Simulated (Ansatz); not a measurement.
# C: a line through an energy map

Aim: follow the energy of C (P-3m1, No. 164; 4 atoms in the cell) along one coordinate, amplitude of mode 10 (1596 cm⁻¹), with the other held at amplitude of mode 4 (28 cm⁻¹) = −0.423 Å.

Computed with Ansatz 0.2.0 (DFT LDA, scalar-relativistic, plane waves, PAW, unless a step's input says otherwise).

**1. Starting point**

It takes space group P-3m1 (No. 164, trigonal). The conventional cell has a = 2.445 Å, b = 2.445 Å, c = 24.108 Å, α = 90.00°, β = 90.00°, γ = 120.00°. C (site symmetry 3m) is surrounded by 3 C at 1.41 Å.

Structure file:

```cif
data_structure
_symmetry_space_group_name_H-M 'P 1'
_symmetry_Int_Tables_number 1
_cell_length_a 2.4446
_cell_length_b 2.4446
_cell_length_c 24.1078
_cell_angle_alpha 90.000
_cell_angle_beta 90.000
_cell_angle_gamma 120.000
_cell_volume 124.77
loop_
_atom_site_label
_atom_site_type_symbol
_atom_site_fract_x
_atom_site_fract_y
_atom_site_fract_z
_atom_site_occupancy
C1 C 0.00000 0.00000 0.56878 1
C2 C 0.00000 0.00000 0.43122 1
C3 C 0.33333 0.66667 0.43120 1
C4 C 0.66667 0.33333 0.56880 1
```

It goes back to an entry of the Materials Project, which need not be the stable form.

It is the result of an earlier relaxation at this level (volume 31.19 Å³/atom; gap on the mesh: none (metal)).

**2. Plan of the line**

The energy is mapped over two normal modes frozen in (zone-centre modes of the cell shown).

- amplitude of mode 4 (28 cm⁻¹), largest displacement: 7 values from −0.423 to 0.423 Å
- amplitude of mode 10 (1596 cm⁻¹), largest displacement: 7 values from −0.06 to 0.06 Å

Nothing else is relaxed (the cell and all other modes fixed). Energies count from the relaxed high-symmetry cell. Points are written as (first, second).

The modes come from a phonon run on the reference cell, made beforehand.

The patterns, per unit of each coordinate (Å):

```tsv
atom	x1	y1	z1	x2	y2	z2
C1	1.000	0.000	0.000	0.000	1.000	0.000
C2	-1.000	0.000	0.000	0.000	-1.000	0.000
C3	-1.000	0.000	0.000	0.000	1.000	0.000
C4	1.000	0.000	0.000	0.000	-1.000	0.000
```

**3. The run at (−0.423 Å, −0.06 Å)**

input.yaml reads:

```yaml
crystal:
  lattice:
    - [2.4446025229, 0.0, 0.0]
    - [-1.2223012614, 2.117087887, 0.0]
    - [0.0, 0.0, 24.107837987]
  atoms:
    - { symbol: C, position: [-0.1871970373, -0.0283408168, 0.568775144] }
    - { symbol: C, position: [0.1871970373, 0.0283408168, 0.431224856] }
    - { symbol: C, position: [0.4921978149, 0.6383271005, 0.43120022] }
    - { symbol: C, position: [0.5078021851, 0.3616728995, 0.56879978] }
basis:
  ecutwfc: 520.0
kpoints:
  mp_grid: { grid: [18, 18, 2] }
hamiltonian:
  xc: lda
  pseudopotentials: { kind: paw, azcp: { folder: soft_1 } }
scf:
  occupations: { method: gaussian, width: 0.15 }
output:
  forces: true
  stress: true
  eigenvalues: true
```

Launch:

```bash
$ ansatz run input.yaml --threads 2 --pin off --max-ram 4096MiB --backend cpu --events-out ev --progress --plain --runs-dir out
```

The session goes on with these runs: the other points of the line.

What does the calculation give? Wanted: for each run, amplitude of mode 10; energy; slope; pressure; largest force on an atom.

**Answer**, as computed:

```
amplitude of mode 10 (1596 cm⁻¹), largest displacement (Å)  step  energy (eV)  slope (eV per Å)  pressure (GPa)  band gap on the k-mesh (eV)  largest force on an atom (eV/Å)
                                                     −0.06     3         0.90             −31.3            2.22                         0.42                              7.8
                                                     −0.04     4         0.40             −19.9            0.96                         0.45                              5.0
                                                     −0.02     5         0.10              −9.5            0.25                         0.37                              2.4
                                                      0.00     6        0.009               0.0            0.02                         0.43                              0.0
                                                      0.02     7         0.10               8.6            0.23                         0.33                              2.2
                                                      0.04     8         0.35              16.3            0.81                         0.43                              4.1
                                                      0.06     9         0.74              23.0            1.70                         0.14                              5.8
```

Energies count from the relaxed high-symmetry cell. Slopes come from the forces (and the stress, where the cell changes), not from differences of energies.

What this shows: Along the line the energy is lowest at 0.00 Å, 0.009 eV from the zero. Energies and slopes round the minimum, fitted together, put the minimum at 0.000 Å, with a curvature of about 460 eV per Å². The highest point computed, at −0.06 Å, lies 0.90 eV above the lowest. This is one cut through a surface in two coordinates; the map's lowest point lies off it. The gap on the mesh closes on part of the grid.

The gaps are Kohn-Sham values of a semilocal functional, not quasiparticle or optical gaps. Such gaps usually fall short of the measured ones.
